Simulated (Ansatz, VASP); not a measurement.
# Two plane-wave programs on Bi

INCAR

```
SYSTEM = Bi
ALGO = Normal
EDIFF = 1E-7
ENCUT = 520
GGA = CA
ISIF = 2
ISMEAR = -1
LASPH = .True.
LCHARG = .True.
LELF = .True.
LREAL = .False.
LVHAR = .True.
LWAVE = .False.
NBANDS = 14
NELM = 80
PREC = Accurate
SIGMA = 0.1
```

File KPOINTS:

```
k-points
0
Gamma
  13 13 13
  0 0 0
```

POSCAR

```
Bi
1.0
   -1.9443099529      1.9443099529      1.9443099529
    1.9443099529     -1.9443099529      1.9443099529
    1.9443099529      1.9443099529     -1.9443099529
Bi
1
Direct
    0.0000000000      0.0000000000      0.0000000000
```

Input for Ansatz:

```yaml
crystal:
  lattice:
    - [-1.9443099529, 1.9443099529, 1.9443099529]
    - [1.9443099529, -1.9443099529, 1.9443099529]
    - [1.9443099529, 1.9443099529, -1.9443099529]
  atoms:
    - { symbol: Bi, position: [0.0, 0.0, 0.0] }
hamiltonian:
  xc: lda
  pseudopotentials:
    kind: paw
    azcp:
      Bi: "pseudopotentials/Bi.paw.azcp"
basis:
  ecutwfc: 420
  fft_grid_basis: typed
kpoints:
  mp_grid: { grid: [13, 13, 13], shift: [0, 0, 0] }
magnetization:
  spin_polarized: false
scf:
  occupations: { method: fermi_dirac, width: 0.1 }
  lower_state_search: "off"
output:
  stress: true
```

Alike in both runs: task single point; functional LDA; k mesh 13 × 13 × 13; occupations fermi-dirac, width 0.1 eV; no spin polarisation.

|  | VASP | Ansatz |
| --- | --- | --- |
| version | VASP 6.6.1 | Ansatz 0.2.0 |
| potentials or method | VASP PAW LDA potentials, release 64 (Bi_d) | plane waves (420 eV) with PAW, scalar-relativistic |
| plane-wave cutoff (eV) | 520 | 420 |
| valence electrons in the cell | 15 | 15 |

|  | VASP | Ansatz | Ansatz less VASP |
| --- | --- | --- | --- |
| pressure (GPa) | 0.1 | 0.0 | -0.08 |

Ansatz warned: «pseudo_functional_mismatch».
